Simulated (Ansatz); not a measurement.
## Where H_i (antibonding, by N) puts its levels in the gap of GaN (P6_3mc)

Wanted: the transition levels of a hydrogen interstitial in GaN (P6_3mc), from a cell of 72 host atoms with 1 H put in.

Calculated with Ansatz 0.2.0; place-levels on r2SCAN runs: charge-transition levels and formation energies with image-charge correction and potential alignment at the atomic sites; PAW set soft_1.

### Step 1. Set-up

The cell holds 73 atoms: 36 Ga, 36 N and 1 H. Cell: a = 9.263 Å, b = 9.263 Å, c = 10.057 Å, α = 90.0°, β = 90.0°, γ = 120.0°. It derives from GaN (space group P6_3mc). Nearest the centre at fractional (0.614, 0.562, 0.405): H73 at 0.00 Å, N35 at 1.00 Å, Ga58 at 1.81 Å, Ga34 at 1.81 Å, Ga33 at 1.83 Å, N67 at 2.34 Å, N43 at 2.34 Å, N60 at 2.68 Å.

As a file:

```xyz
73
Lattice="9.2633 0.0000 0.0000 -4.6317 8.0223 0.0000 0.0000 0.0000 10.0566" Properties=species:S:1:pos:R:3 pbc="T T T"
Ga    1.5439    0.8914    2.5097
Ga    0.0000    1.7827    5.0238
N     1.5439    0.8914    4.4043
N     0.0000    1.7827    1.8901
Ga    1.5439    0.8914    7.5380
Ga    0.0000    1.7827   10.0521
N     1.5439    0.8914    9.4326
N     0.0000    1.7827    6.9184
Ga    0.0000    3.5655    2.5097
Ga   -1.5439    4.4568    5.0238
N     0.0000    3.5655    4.4043
N    -1.5439    4.4568    1.8901
Ga    0.0000    3.5655    7.5380
Ga   -1.5439    4.4568   10.0521
N     0.0000    3.5655    9.4326
N    -1.5439    4.4568    6.9184
Ga   -1.5439    6.2395    2.5097
Ga   -3.0878    7.1309    5.0238
N    -1.5439    6.2395    4.4043
N    -3.0878    7.1309    1.8901
Ga   -1.5439    6.2395    7.5380
Ga   -3.0878    7.1309   10.0521
N    -1.5439    6.2395    9.4326
N    -3.0878    7.1309    6.9184
Ga    4.6317    0.8914    2.5097
Ga    3.0878    1.7827    5.0238
N     4.6317    0.8914    4.4043
N     3.0878    1.7827    1.8901
Ga    4.6317    0.8914    7.5380
Ga    3.0878    1.7827   10.0521
N     4.6317    0.8914    9.4326
N     3.0878    1.7827    6.9184
Ga    3.0878    3.5655    2.5097
Ga    1.5439    4.4568    5.0238
N     3.0878    3.5655    4.4043
N     1.5439    4.4568    1.8901
Ga    3.0878    3.5655    7.5380
Ga    1.5439    4.4568   10.0521
N     3.0878    3.5655    9.4326
N     1.5439    4.4568    6.9184
Ga    1.5439    6.2395    2.5097
Ga    0.0000    7.1309    5.0238
N     1.5439    6.2395    4.4043
N     0.0000    7.1309    1.8901
Ga    1.5439    6.2395    7.5380
Ga    0.0000    7.1309   10.0521
N     1.5439    6.2395    9.4326
N     0.0000    7.1309    6.9184
Ga    7.7194    0.8914    2.5097
Ga    6.1755    1.7827    5.0238
N     7.7194    0.8914    4.4043
N     6.1755    1.7827    1.8901
Ga    7.7194    0.8914    7.5380
Ga    6.1755    1.7827   10.0521
N     7.7194    0.8914    9.4326
N     6.1755    1.7827    6.9184
Ga    6.1755    3.5655    2.5097
Ga    4.6317    4.4568    5.0238
N     6.1755    3.5655    4.4043
N     4.6317    4.4568    1.8901
Ga    6.1755    3.5655    7.5380
Ga    4.6317    4.4568   10.0521
N     6.1755    3.5655    9.4326
N     4.6317    4.4568    6.9184
Ga    4.6317    6.2395    2.5097
Ga    3.0878    7.1309    5.0238
N     4.6317    6.2395    4.4043
N     3.0878    7.1309    1.8901
Ga    4.6317    6.2395    7.5380
Ga    3.0878    7.1309   10.0521
N     4.6317    6.2395    9.4326
N     3.0878    7.1309    6.9184
H     3.0878    4.5076    4.0771
```

Known beforehand: the electronic dielectric constant, (5.83, 5.83, 6.02), and the static one, (10.10, 10.10, 11.19), computed on the host (DFPT, PBEsol, on the r2SCAN cell), and a cell off the functional's own equilibrium shifts the ionic part.

The relaxed host is scaled by −3.0 % along all axes; the dielectric constants are those of the unstrained host.

The cell's shortest repeat is 9.3 Å.

### Step 2. Charge states

Levels follow from differences of total energies between charge states, each relaxed by itself.

Random displacements of about 0.05 Å break the site symmetry at the start, so that the relaxation can reach a distorted minimum if there is one. Forces are taken at one point at (¼, ¼, ¼). The cell holds 1 electron more than the neutral one, with a uniform background that keeps it neutral on the whole.

The sampling was tested on the host first: at the k-points planned (1x1x1 shifted 0.25 0.25 0.25) its energy lies -0.024 eV an atom from the dense-mesh value, a large miss, so this sampling is coarse for the host.

One of the inputs; charge, spin and start change from state to state.

qm1.relax/input.yaml reads:

```yaml
crystal:
  lattice:
    - [3.08777437, 0.0, 0.0]
    - [-1.54388718, 2.67409104, 0.0]
    - [0.0, 0.0, 5.02831667]
  atoms:
    - { symbol: Ga, position: [0.66666667, 0.33333333, 0.49910624] }
    - { symbol: Ga, position: [0.33333333, 0.66666667, 0.99910624] }
    - { symbol: "N", position: [0.66666667, 0.33333333, 0.87589376] }
    - { symbol: "N", position: [0.33333333, 0.66666667, 0.37589376] }
  supercell: [3, 3, 2]
  defects:
    - { interstitial: { symbol: H, position: [0.614274, 0.561881, 0.405413] } }
total_charge: -1
basis:
  ecutwfc: 500
  xc_grid: 2
hamiltonian:
  xc: r2scan
  pseudopotentials: { kind: paw, azcp: { folder: soft_1 } }
kpoints:
  mp_grid: { grid: [1, 1, 1], shift: [0.25, 0.25, 0.25] }
scf:
  occupations: { method: fixed }
  max_iter: 100
output:
  forces: true
  charged_corrections: { epsilon: [5.83, 5.83, 6.02], static_epsilon: [10.1, 10.1, 11.19] }
relax:
  f_tol: 0.02
  max_steps: 80
  random_displacement: { amplitude: 0.05, seed: 9253 }
checkpoint:
  write: "../qm1.relax.run"
  compress: false
  write_wavefunctions: true
  write_every: 100000
```

Run with:

```console
> ansatz run input.yaml --threads 8 --pin off --max-ram 15073MiB --backend cpu --events-out ev --progress --plain --runs-dir out
```

Defect states can disperse in a cell of this size, so the energy is taken again at a 2×2×2 shifted mesh, on the relaxed structure.

The run of this state that the levels use, under r2SCAN:

qm1.point/input.yaml reads:

```yaml
crystal:
  checkpoint: "../qm1.relax.run"
  host: checkpoint
total_charge: -1
basis:
  ecutwfc: 500
  xc_grid: 2
hamiltonian:
  xc: r2scan
  pseudopotentials: { kind: paw, azcp: { folder: soft_1 } }
kpoints:
  mp_grid: { grid: [2, 2, 2], shift: [0.5, 0.5, 0.5] }
scf:
  occupations: { method: fermi_dirac, width: 0.01 }
  max_iter: 100
output:
  forces: true
  eigenvalues: true
  charged_corrections:
    epsilon: [5.83, 5.83, 6.02]
    static_epsilon: [10.1, 10.1, 11.19]
    defect_position: [0.614274, 0.561881, 0.405413]
  eigenstates: { localisation: true }
  populations: true
  band_densities: [{ bands: [v1, v1] }, { bands: [c1, c1] }]
  write_density: true
  write_potential: true
  volumetric_format: npy
checkpoint:
  read: "../qm1.relax.run"
  write: "../qm1.point.run"
  compress: false
  write_wavefunctions: false
  write_every: 100000
```

Relaxations under r2SCAN at one point at (¼, ¼, ¼); times on 8 threads of Arm Neoverse V1, shared host:

| charge | moment (μB) | occupations | outcome | steps | largest displacement against the far atoms (Å) | time |
| --- | --- | --- | --- | --- | --- | --- |
| −1 | 0 | fixed | converged | 10 | 1.23 | 2.5 min |
| 0 | 1 | fixed | converged | 13 | 1.11 | 8 min |
| +1 | 0 | fixed | converged | 8 | 0.18 | 2.2 min |

Single points under r2SCAN at a 2×2×2 shifted mesh; times on 8 threads of Arm Neoverse V1, shared host:

| charge | moment (μB) | occupations | outcome | time |
| --- | --- | --- | --- | --- |
| −1 | 0 | fermi-dirac | converged | 94 s |
| 0 | 1 | fermi-dirac | converged | 3.7 min |
| +1 | 0 | fermi-dirac | converged | 94 s |

Distances (Å) from H73 to the nearest atoms after relaxation with r2SCAN:

| charge | moment (μB) | 1. | 2. | 3. | 4. | 5. | 6. |
| --- | --- | --- | --- | --- | --- | --- | --- |
| −1 | 0 | Ga 1.79 | Ga 1.79 | Ga 1.79 | N 2.23 | N 2.24 | N 2.24 |
| 0 | 1 | Ga 1.96 | Ga 1.96 | Ga 1.96 | N 2.10 | N 2.10 | N 2.10 |
| +1 | 0 | N 1.03 | Ga 1.98 | Ga 2.01 | Ga 2.04 | N 2.20 | N 2.24 |

### Step 3. place-levels, r2SCAN

A charged cell interacts with its images and the background, and its potential has another zero than the host's. place-levels removes the first by a point-charge model, screened by the static dielectric constant since the ions have relaxed around the charge, and the second by comparing potentials at atoms far from the defect.

The host is a run of the defect-free crystal in the same cutoffs, grids and k-points, so that basis and sampling errors cancel in part in the differences. The host is run in a cell of 8 atoms on a matching mesh. Its band edges are searched through the zone by a band path, so the gap is smaller than, or equal to, that on the mesh. Chemical potentials are energies per atom of H (H2 molecule), run with the same functional and cutoff.

levels.point.yaml reads:

```yaml
host:
  run: host.point.run
states: [qm1.point.run, q0_M1.point.run, qp1.point.run]
geometry_from:
  qm1.point.run: qm1.relax.run
  q0_M1.point.run: q0_M1.relax.run
  qp1.point.run: qp1.relax.run
  host.point.run: host.relax.run
chemical_potentials:
  H:
    energy: -15.945394
    dataset: "<sha256 of the dataset>"
epsilon: [5.83, 5.83, 6.02]
static_epsilon: [10.1, 10.1, 11.19]
vertical:
  - { from: qm1.point.run, to: qm1.point_neutral.run }
  - { from: qp1.point.run, to: qp1.point_neutral.run }
```

Run with:

```console
> ansatz place-levels levels.point.yaml -- --threads 8 --pin off --max-ram 15073MiB
```

Numbers of over 12 decimals in the logs are rounded to 6 here.

The log of the run:

```text
[... repeated set-up lines and file paths are left out, and long positions are rounded to six places ...]
(+1/0) 2.633 eV above the valence edge, 0.357 eV under the conduction edge; not on the lower envelope
(0/-1) 1.676 eV above the valence edge, 1.314 eV under the conduction edge; not on the lower envelope
(+1/-1) 2.155 eV above the valence edge, 0.836 eV under the conduction edge: charges between them are lowest nowhere
formation energy of charge +1: +0.605 eV with the Fermi level at the valence edge
formation energy of charge 0: +3.238 eV with the Fermi level at the valence edge
formation energy of charge -1: +4.914 eV with the Fermi level at the valence edge
vertical -1 to 0: no energy, since no alignment is typed
  the change from vertical[0].from (qm1.point.run) to vertical[0].to (qm1.point_neutral.run): by its potential at epsilon [5.83, 5.83, 6.02] it stands at 0.660 0.670 0.289, with an rms radius of about 1.7 Å (1.1 1.1 0.8 Å across the planes of the cell's [...]
vertical +1 to 0: no energy, since no alignment is typed
  the change from vertical[1].from (qp1.point.run) to vertical[1].to (qp1.point_neutral.run): by its potential at epsilon [5.83, 5.83, 6.02] it stands at 0.527 0.375 0.467, with an rms radius of about 5.1 Å (2.5 3.3 2.9 Å across the planes of the cell's [...]
  edges by r2scan, gap 2.990 eV; the host is sampled to repeats of 18.53 Å
  the defect's cells are sampled to repeats of 18.53 Å, like sampling
  charge +1: -150371.8520 eV with its correction of +0.251 eV, at epsilon [10.1, 10.1, 11.19], aligned at sites: +0.0342 eV, mean over 34 atomic sites at or beyond 4.63 Å from the defect at [0.6143, 0.5619, 0.4054], with -0.000156 for the charge's moments and [...]
  charge 0: +0.001 eV for its dipole among its images, +0.000 omitted
  charge -1: -150345.6822 eV with its correction of +0.199 eV, at epsilon [10.1, 10.1, 11.19], aligned at sites: +0.0413 eV, mean over 34 atomic sites at or beyond 4.63 Å from the defect at [0.6143, 0.5619, 0.4054], with -0.000376 for the charge's moments and [...]
  of states[2] (qp1.point.run): it parts from the run at its places by a charge that spreads by about 3.3 Å along one vector (1.4 Å or more is wide), by its potential at epsilon [5.83, 5.83, 6.02], taken for that of held ions (one typed too small widens it), [...]
  of states[1] (q0_M1.point.run): stability_check_not_made
  of states[0] (qm1.point.run): its displacements don't fall off away from the defect: farther atoms stand 0.027 Å off the host's places. [...]
  of vertical[0].from (qm1.point.run): its displacements don't fall off away from the defect: farther atoms stand 0.027 Å off the host's places. [...]
  of vertical[0].to (qm1.point_neutral.run): its displacements don't fall off away from the defect: farther atoms stand 0.027 Å off the host's places. [...]
  of vertical[1].from (qp1.point.run): its displacements don't fall off away from the defect: farther atoms stand 0.011 Å off the host's places. [...]
  of vertical[1].to (qp1.point_neutral.run): its displacements don't fall off away from the defect: farther atoms stand 0.011 Å off the host's places. [...]
```

The job ended after 0.39 s (8 threads of Arm Neoverse V1, shared host).

Levels between the charges placed, in eV above the valence top:

|  | gap (eV) | (+1/0) | (0/−1) |
| --- | --- | --- | --- |
| r2SCAN | 2.99 | 2.63 | 1.68 |

Corrections by state:

| charge | moment (μB) | image terms and alignment (eV) | band filling (eV) | ε used | over the lowest of its charge, as the program ranks them, band filling apart (eV) |
| --- | --- | --- | --- | --- | --- |
| +1 | 0.0 | 0.251 | - | principal values (10.10, 10.10, 11.19) | 0.000 |
| 0 | 1.0 | 0.001 | - | - | 0.000 |
| −1 | 0.0 | 0.199 | - | principal values (10.10, 10.10, 11.19) | 0.000 |

The charged structures listed were also run neutral, and place-levels reads from each pair, by the potential or the spins, how wide the charge is by which they differ; that can be the carrier of either run.

| charge | rms radius (Å) | spread where it is widest against the cell (Å) | wide from (Å) | reading |
| --- | --- | --- | --- | --- |
| +1 | 5.1 | 3.30 | 1.39 | wide |
| −1 | 1.7 | 1.08 | 1.39 | narrow |

The neutral runs of these pairs need not share the spin of the lowest neutral state, and very wide values only mean spread over the cell.

From the program's caveats on the states, each cut to its opening words:

- charge +1: it parts from the run at its places by a charge that spreads by about 3.3 Å along one vector (1.4 Å or more is wide), by its potential at epsilon [5.83, 5.83, [...]
- charge +1: its displacements don't fall off away from the defect: farther atoms stand 0.011 Å off the host's places
- charge 0 (1 μB): flagged: stability check not made
- charge −1: its displacements don't fall off away from the defect: farther atoms stand 0.027 Å off the host's places

Chemical potentials of the elements' reference phases, run alike. Formation energies (elemental references), with the Fermi level at the valence top and at the conduction bottom (gap 2.99 eV):

| charge | at valence top (eV) | at conduction bottom (eV) | correction included (eV) |
| --- | --- | --- | --- |
| +1 | 0.60 | 3.60 | 0.25 |
| 0 | 3.24 | 3.24 | 0.00 |
| −1 | 4.91 | 1.92 | 0.20 |

(Fermi level (eV), lowest formation energy (eV)): (0.00, 0.60), (0.27, 0.88), (0.54, 1.15), (0.81, 1.42), (1.09, 1.69), (1.36, 1.96), (1.63, 2.24), (1.90, 2.51), (2.18, 2.74), (2.45, 2.47), (2.72, 2.20), (2.99, 1.92)

### Step 4. The same at the relaxations' own k-points

The relaxations' own energies give the levels at their sampling, for comparison.

levels.relax_mesh.yaml reads:

```yaml
host:
  run: host.relax.run
states: [qm1.relax.run, q0_M1.relax.run, qp1.relax.run]
chemical_potentials:
  H:
    energy: -15.945394
    dataset: "<sha256 of the dataset>"
```

Run with:

```console
> ansatz place-levels levels.relax_mesh.yaml -- --threads 8 --pin off --max-ram 15073MiB
```

The log of the run:

```text
[...]
formation energy of charge +1: +0.592 eV with the Fermi level at the valence edge
formation energy of charge 0: +3.245 eV with the Fermi level at the valence edge
formation energy of charge -1: +4.999 eV with the Fermi level at the valence edge
  edges by r2scan, gap 2.999 eV; the host is sampled to repeats of 13.67 Å
[... the lines on each state left out ...]
```

Elapsed: 0.13 s, on 8 threads.

Levels between neighbouring charges, in eV above the valence top:

|  | gap (eV) | (+1/0) | (0/−1) |
| --- | --- | --- | --- |
| one point at (¼, ¼, ¼) | 3.00 | 2.65 | 1.75 |
| a 2×2×2 shifted mesh | 2.99 | 2.63 | 1.68 |

Going from one point at (¼, ¼, ¼) to a 2×2×2 shifted mesh moves the levels that carry no band-filling term by up to 0.08 eV and formation energies against the elements by up to 0.08 eV.

### Step 5. Outcome

```
gap of the host                                                             : 2.99 eV (r2SCAN)
level (plus 1/0)                                                            : 2.63 eV above the valence top, not a change between lowest states
level (0/minus 1)                                                           : 1.68 eV above the valence top, not a change between lowest states
level (plus 1/minus 1)                                                      : 2.15 eV above the valence top
lowest of the charges placed, just above the valence top (0.02 eV)          : +1
lowest of the charges placed, just below the conduction bottom (0.02 eV)    : −1
lowest formation energy at mid-gap of the charges run, elemental references : 2.10 eV
```

**Reading.** Of the charges placed (−1, 0 and +1), the lowest changes at 2.15 eV (+1/−1) above the valence top, in a gap of 2.99 eV. (+1/−1) passes over charge 0, which lies 0.48 eV above the two there; a lower structure or spin state of it, if missed, would change that. Charges above +1 and below −1 were not placed, so these runs say nothing of levels that involve them. States placed: +1 at 0 μB; 0 at 1 μB; −1 at 0 μB. Other spin states or structures, where not listed, weren't placed. At charge −1 and 0 the atom put in ends up to 1.2 Å from its starting place, so the name tells the start alone and the levels can join different sites. H is taken at its element; compounds, which aren't counted here, bound the chemical potentials and would shift these formation energies. Going from one point at (¼, ¼, ¼) to a 2×2×2 shifted mesh moves the levels that carry no band-filling term by up to 0.08 eV and formation energies against the elements by up to 0.08 eV. Limits: r2SCAN makes the gap too small and tends to spread out bound carriers; where a gas molecule sets a chemical potential or the host's formation energy, its binding is uncorrected; force components of up to 0.16 eV/Å remain in a run at the final settings.

[Logs are printed without paths, hosts, clocks, repeated set-up lines and the standing remarks that a program may print on its own settings, such as how far it seeks lower states.]

[Hosts, paths, dates, database ids (printed as entryN), source tags and the programs' standing remarks are cut or masked in the printed files.]

[Where a table of states has a column of steps, it counts the stored structures, which are thinned; the runs took as many ionic steps or more.]

[A defect's name tells the site on which it was built; relaxed atoms can leave that site.]

[For some hosts the program warned that the k-mesh of the response run may be too coarse for force constants and the static dielectric constant; such warnings are not shown here.]
